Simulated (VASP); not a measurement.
# InP (Fm-3m) in VASP: a series of runs

Runs on InP. Level: PBEsol. Tasks: single point.

Everything below comes from runs of VASP 6.6.1. Logs are shortened: lines on timing, memory, paths and dates and some standing lists are left out, and cuts for length are marked.

### Step 1. The structure

Symmetry: Fm-3m, No. 225, cubic system. Conventional cell: a = 5.538 Å, b = 5.538 Å, c = 5.538 Å, α = 90.00°, β = 90.00°, γ = 90.00°. In (site symmetry m-3m) has 6 P at 2.77 Å as nearest neighbours. P (site symmetry m-3m) is surrounded by 6 In at 2.77 Å.

Measurements of this composition are mostly on another form, of space group No. 216.

### Step 2. Single point, PBEsol

INCAR

```
SYSTEM = InP
PREC = Accurate ; ENCUT = 500
EDIFF = 1E-6 ; ISMEAR = 0
SIGMA = 0.05 ; LREAL = .FALSE.
LASPH = .TRUE. ; NELM = 100
ALGO = Normal ; ISIF = 2
LWAVE = .FALSE. ; LCHARG = .FALSE.
GGA = PS ; ADDGRID = .FALSE.
```

KPOINTS

```
regular mesh
0
G
  4 4 4
  0 0 0
```

POSCAR

```
InP
1.0
    0.0000000000      2.7688340000      2.7688340000
    2.7688340000      0.0000000000      2.7688340000
    2.7688340000      2.7688340000      0.0000000000
In P
1 1
Direct
    0.0000000000      0.0000000000      0.0000000000
    0.5000000000      0.5000000000      0.5000000000
```

Potentials or basis: VASP PAW PBE potentials, release 64 (In_d, P).

Command:

```console
$ cat potpaw_PBE.64/In_d/POTCAR potpaw_PBE.64/P/POTCAR > POTCAR
$ mpirun -np 1 vasp_std > vasp.out
```

OUTCAR:

```text
SYSTEM = InP
   PREC = Accurate
   ENCUT = 500
   EDIFF = 1E-6
   ISMEAR = 0
   LREAL = .FALSE.
   LASPH = .TRUE.
   NELM = 100
   ISIF = 2
   GGA = PS

 Found      8 irreducible k-points:

 Following reciprocal coordinates:
            Coordinates               Weight
  0.000000  0.000000  0.000000      1.000000
  0.250000  0.000000  0.000000      8.000000
  0.500000  0.000000  0.000000      4.000000
  0.250000  0.250000  0.000000      6.000000
  0.500000  0.250000  0.000000     24.000000
 -0.250000  0.250000  0.000000     12.000000
   k-points           NKPTS =      8   k-points in BZ     NKDIM =      8   number of bands    NBANDS=     13
   number of dos      NEDOS =    301   number of ions     NIONS =      2
   total plane-waves  NPLWV =  27000
   dimension x,y,z NGX =    30 NGY =   30 NGZ =   30
   dimension x,y,z NGXF=    60 NGYF=   60 NGZF=   60
   ions per type =               1   1
   NGX,Y,Z   is equivalent  to a cutoff of  12.74, 12.74, 12.74 a.u.
   NGXF,Y,Z  is equivalent  to a cutoff of  25.47, 25.47, 25.47 a.u.
 SYSTEM =  InP
   PREC   = accura    normal or accurate (medium, high low for compatibility)
   ISTART =      0    job   : 0-new  1-cont  2-samecut
   ICHARG =      2    charge: 1-file 2-atom 10-const
   ISPIN  =      1    spin polarized calculation?
   LNONCOLLINEAR =      F non collinear calculations
   LSORBIT =      F    spin-orbit coupling
   LASPH  =      T    aspherical Exc in radial PAW
   ENCUT  =  500.0 eV  36.75 Ry    6.06 a.u.   7.14  7.14  7.14*2*pi/ulx,y,z
   NELM   =    100;   NELMIN=  2; NELMDL= -5     # of ELM steps
   EDIFF  = 0.1E-05   stopping-criterion for ELM
   LREAL  =      F    real-space projection
   EDIFFG = 0.1E-04   stopping-criterion for IOM
   NSW    =      0    number of steps for IOM
   IBRION =     -1    ionic relax: 0-MD 1-quasi-New 2-CG
   NFREE  =      0    steps in history (QN), initial steepest desc. (CG)
   ISIF   =      2    stress and relaxation
   ISYM   =      2    0-nonsym 1-usesym 2-fastsym
   POTIM  = 0.5000    time-step for ionic-motion
   TEBEG  =    0.0;   TEEND  =   0.0 temperature during run
   PSTRESS=    0.0 pullay stress
   NELECT =      18.0000    total number of electrons
   NUPDOWN=      -1.0000    fix difference up-down
   EMIN   =  10.00;   EMAX   =-10.00  energy-range for DOS
   EFERMI =   0.00;   METHOD = LEGACY
   ISMEAR =     0;   SIGMA  =   0.05  broadening in eV -4-tet -1-fermi 0-gaus
   EFERMI_NEDOS =   21; number of points for ismear=-14 and -15
   IALGO  =     38    algorithm
   IMIX   =      4    mixing-type and parameters
     AMIX     =   0.40;   BMIX     =  1.00
     AMIX_MAG =   1.60;   BMIX_MAG =  1.00
  volume/ion in A,a.u.               =      21.23       143.25
  Fermi-wavevector in a.u.,A,eV,Ry     =   1.229869  2.324115 20.579860  1.512577
  Thomas-Fermi vector in A             =   2.364739
   LORBIT       =      0    0 simple, 1 ext, 2 COOP (PROOUT), +10 PAW based schemes
   GGA     = PS    functional components
   LHFCALC =     F    Hartree Fock is set to
   AEXX    =    0.0000 exact exchange contribution
   IVDW    =     0    specifies the selected vdW correction
   LEPSILON=     F    determine dielectric tensor
   LRPA    =     F    only Hartree local field effects (RPA)
 non-spin polarized calculation
 Gauss-broadening in eV      SIGMA  =   0.05
  energy-cutoff  :      500.00
  volume of cell :       42.45
 maximum number of plane-waves:      1090
 NGX is ok and might be reduce to    30
   NGX = 15   NGY = 15   NGZ = 15

 number of electron      18.0000009 magnetization

 Free energy of the ion-electron system (eV)
  ---------------------------------------------------
  ext. energy  EPLUGINS =         0.00000000
  ---------------------------------------------------
  free energy    TOTEN  =        -8.49435604 eV

  energy without entropy =       -8.49100439  energy(sigma->0) =       -8.49268021

 E-fermi :   7.2390     XC(G=0): -10.5340

 val. band max:        7.2277840725   @ k =   0.5000   0.0000   0.0000
 cond. band min:       7.4542604184   @ k =   0.5000   0.2500   0.0000
 fundamental gap:      0.2264763459
 Fermi energy:         7.2390496536

 k-point     1 :       0.0000    0.0000    0.0000
  band No.  band energies     occupation
      1      -7.3590      2.00000
      2      -7.3590      2.00000
      3      -7.3451      2.00000
      4      -7.3451      2.00000
      5      -7.3451      2.00000
      6      -5.0084      2.00000
      7       6.7862      2.00000
      8       6.7862      2.00000
      9       6.7862      2.00000
     10       7.4659      0.00000
     11      14.0228      0.00000
     12      14.0228      0.00000
     13      14.0228      0.00000

 k-point     2 :       0.2500    0.0000    0.0000
  band No.  band energies     occupation
      1      -7.3888      2.00000
      2      -7.3888      2.00000
      3      -7.3485      2.00000
      4      -7.3045      2.00000
      5      -7.3045      2.00000
      6      -4.2361      2.00000
      7       2.9491      2.00000
      8       6.9293      2.00000
      9       6.9293      2.00000
     10       9.6775      0.00000
     11      11.9171      0.00000
     12      11.9171      0.00000
     13      12.3521      0.00000

 k-point     3 :       0.5000    0.0000    0.0000
  band No.  band energies     occupation
      1      -7.4203      2.00000
      2      -7.4203      2.00000
      3      -7.3559      2.00000
      4      -7.2614      2.00000
      5      -7.2614      2.00000
      6      -2.8470      2.00000
      7       0.2496      2.00000
      8       7.2278      1.25000
      9       7.2278      1.25000
     10       9.3740      0.00000
     11      10.2673      0.00000
     12      10.2673      0.00000
     13      12.1078      0.00000

 k-point     4 :       0.2500    0.2500    0.0000
  band No.  band energies     occupation
      1      -7.4794      2.00000
      2      -7.3727      2.00000
      3      -7.3354      2.00000
      4      -7.2908      2.00000
      5      -7.2908      2.00000
      6      -3.9081      2.00000
      7       3.8274      2.00000
      8       5.6048      2.00000
      9       5.6048      2.00000
     10       7.9232      0.00000
     11      11.7137      0.00000
     12      12.9966      0.00000
     13      14.6341      0.00000

 k-point     5 :       0.5000    0.2500    0.0000
  band No.  band energies     occupation
      1      -7.5355      2.00000
      2      -7.3627      2.00000
      3      -7.3565      2.00000
      4      -7.2778      2.00000
      5      -7.2508      2.00000
      6      -2.4197      2.00000
      7       1.3675      2.00000
      8       4.2952      2.00000
      9       5.5867      2.00000
     10       7.4543      0.00000
     11      12.2088      0.00000
     12      13.2243      0.00000
     13      14.0601      0.00000

 k-point     6 :      -0.2500    0.2500    0.0000
  band No.  band energies     occupation
      1      -7.4526      2.00000
      2      -7.3966      2.00000
      3      -7.3265      2.00000
      4      -7.2977      2.00000
      5      -7.2846      2.00000
      6      -3.0263      2.00000
      7       1.7513      2.00000
      8       4.1170      2.00000
      9       6.9381      2.00000
     10       9.1875      0.00000
     11      11.2794      0.00000
     12      11.9908      0.00000
     13      13.3963      0.00000

 [... further k-points ...]

------------------------ aborting loop because EDIFF is reached ----------------------------------------

  FORCE on cell =-STRESS in cart. coord.  units (eV):
  Direction    XX          YY          ZZ          XY          YZ          ZX
  --------------------------------------------------------------------------------------
  -------------------------------------------------------------------------------------
  Total       -0.8483126     -0.8483126     -0.8483126     -0.0000000     -0.0000000      0.0000000
  in kB      -32.0144262    -32.0144262    -32.0144262     -0.0000000     -0.0000000      0.0000000
  external PRESSURE =     -32.0144262 kB  Pullay stress =       0.0000000 kB

 VOLUME and BASIS-vectors are now :
 -----------------------------------------------------------------------------
  energy-cutoff  :      500.00
  volume of cell :       42.45
      direct lattice vectors                 reciprocal lattice vectors
     0.000000000  2.768834000  2.768834000    -0.180581429  0.180581429  0.180581429
     2.768834000  0.000000000  2.768834000     0.180581429 -0.180581429  0.180581429
     2.768834000  2.768834000  0.000000000     0.180581429  0.180581429 -0.180581429

 POSITION                                       TOTAL-FORCE (eV/Angst)
 -----------------------------------------------------------------------------------
      0.00000      0.00000      0.00000        -0.000000      0.000000     -0.000000
      2.76883      2.76883      2.76883         0.000000     -0.000000      0.000000
 -----------------------------------------------------------------------------------
    total drift:                               -0.000000      0.000000      0.000000

  FREE ENERGIE OF THE ION-ELECTRON SYSTEM (eV)
  ---------------------------------------------------
  free  energy   TOTEN  =        -8.4943560357 eV

  energy  without entropy=       -8.4910043915  energy(sigma->0) =       -8.49268021
```

Run time: 9.3 s. Hardware: 1 thread of Intel Xeon Platinum 8488C (Sapphire Rapids), shared host; peak memory 0.15 GiB.

The run converged, but some of its settings lie outside the range that counts as converged, so its numbers aren't taken as properties of the crystal.

Results:

```yaml
Free_energy: -8.4944 eV
Pressure: -3.2 GPa
Band_gap_on_the_k_mesh: none (metal or under the smearing width)
```

Caveat: the k mesh is coarse (spacing up to 0.49 Å⁻¹), so the values aren't converged; the PAW data sets were made with another functional, which shifts forces and pressure a little.

### Step 3. Single point, PBEsol

INCAR, as its differences from that of step 2:

```diff
@@ -1,3 +1,3 @@
 SYSTEM = InP
-PREC = Accurate ; ENCUT = 500
+PREC = Accurate ; ENCUT = 350
 EDIFF = 1E-6 ; ISMEAR = 0
```

KPOINTS

```
regular mesh
0
G
  5 5 5
  0 0 0
```

POSCAR is that of step 2.

Potentials or basis: VASP PAW PBE potentials, release 64 (In_d, P).

Command:

```console
$ cat potpaw_PBE.64/In_d/POTCAR potpaw_PBE.64/P/POTCAR > POTCAR
$ mpirun -np 1 vasp_std > vasp.out
```

Run time: 4.9 s. Hardware: 1 thread of Intel Xeon Platinum 8488C (Sapphire Rapids), shared host; peak memory 0.13 GiB.

The run converged, but some of its settings lie outside the range that counts as converged, so its numbers aren't taken as properties of the crystal.

Results:

| Quantity | Value |
| --- | --- |
| Free energy | -8.7530 eV |
| Pressure | -3.5 GPa |
| Band gap on the k mesh | none (metal or under the smearing width) |

Caveat: the k mesh is coarse (spacing up to 0.39 Å⁻¹), so the values aren't converged; the PAW data sets were made with another functional, which shifts forces and pressure a little.

### Step 4. Single point, PBEsol

INCAR, as its differences from that of step 3:

```diff
@@ -1,3 +1,3 @@
 SYSTEM = InP
-PREC = Accurate ; ENCUT = 350
+PREC = Accurate ; ENCUT = 600
 EDIFF = 1E-6 ; ISMEAR = 0
```

KPOINTS

```
regular mesh
0
G
  4 4 4
  0 0 0
```

POSCAR is that of step 3.

Command:

```console
$ cat potpaw_PBE.64/In_d/POTCAR potpaw_PBE.64/P/POTCAR > POTCAR
$ mpirun -np 1 vasp_std > vasp.out
```

It took 9.3 s on 1 thread of Intel Xeon Platinum 8488C (Sapphire Rapids), shared host; peak memory 0.17 GiB.

The run converged, but some of its settings lie outside the range that counts as converged, so its numbers aren't taken as properties of the crystal.

What came out:

```yaml
Free_energy: -8.4948 eV
Pressure: -3.2 GPa
Band_gap_on_the_k_mesh: none (metal or under the smearing width)
```

Caveat: the k mesh is coarse (spacing up to 0.49 Å⁻¹), so the values aren't converged; the PAW data sets were made with another functional, which shifts forces and pressure a little.

### Step 5. Single point, PBEsol

INCAR, as its differences from that of step 4:

```diff
@@ -1,3 +1,3 @@
 SYSTEM = InP
-PREC = Accurate ; ENCUT = 600
+PREC = Accurate ; ENCUT = 400
 EDIFF = 1E-6 ; ISMEAR = 0
```

KPOINTS

```
regular mesh
0
G
  5 5 5
  0 0 0
```

POSCAR is that of step 4.

Command:

```console
$ cat potpaw_PBE.64/In_d/POTCAR potpaw_PBE.64/P/POTCAR > POTCAR
$ mpirun -np 1 vasp_std > vasp.out
```

It took 7.3 s on 1 thread of Intel Xeon Platinum 8488C (Sapphire Rapids), shared host; peak memory 0.14 GiB.

The run converged, but some of its settings lie outside the range that counts as converged, so its numbers aren't taken as properties of the crystal.

What came out:

```
Free energy            : -8.7550 eV
Pressure               : -3.2 GPa
Band gap on the k mesh : none (metal or under the smearing width)
```

Caveat: the k mesh is coarse (spacing up to 0.39 Å⁻¹), so the values aren't converged; the PAW data sets were made with another functional, which shifts forces and pressure a little.

### Step 6. Single point, PBEsol

INCAR, as its differences from that of step 5:

```diff
@@ -3,3 +3,3 @@
 EDIFF = 1E-6 ; ISMEAR = 0
-SIGMA = 0.05 ; LREAL = .FALSE.
+SIGMA = 0.5 ; LREAL = .FALSE.
 LASPH = .TRUE. ; NELM = 100
```

KPOINTS is that of step 5.

POSCAR is that of step 5.

Potentials or basis: VASP PAW PBE potentials, release 64 (In_d, P).

Command:

```console
$ cat potpaw_PBE.64/In_d/POTCAR potpaw_PBE.64/P/POTCAR > POTCAR
$ mpirun -np 1 vasp_std > vasp.out
```

Run time: 6.5 s. Hardware: 1 thread of Intel Xeon Platinum 8488C (Sapphire Rapids), shared host; peak memory 0.15 GiB.

The run converged, but some of its settings lie outside the range that counts as converged, so its numbers aren't taken as properties of the crystal.

What came out:

| Property | Result |
| --- | --- |
| Free energy | -8.8158 eV |
| Pressure | -2.9 GPa |
| Band gap on the k mesh | none (metal or under the smearing width) |

Caveat: the k mesh is coarse (spacing up to 0.39 Å⁻¹), so the values aren't converged; the PAW data sets were made with another functional, which shifts forces and pressure a little.

### Step 7. For comparison

An earlier run on the cell as given: functional PBE; potentials or basis VASP PAW PBE potentials, release 64 (In_d, P); cutoff 520 eV; k mesh 8 × 8 × 8; occupations fermi-dirac, width 0.05 eV; no spin polarisation.

- Pressure: -0.1 GPa
- Band gap on the k mesh: none (metal or under the smearing width)
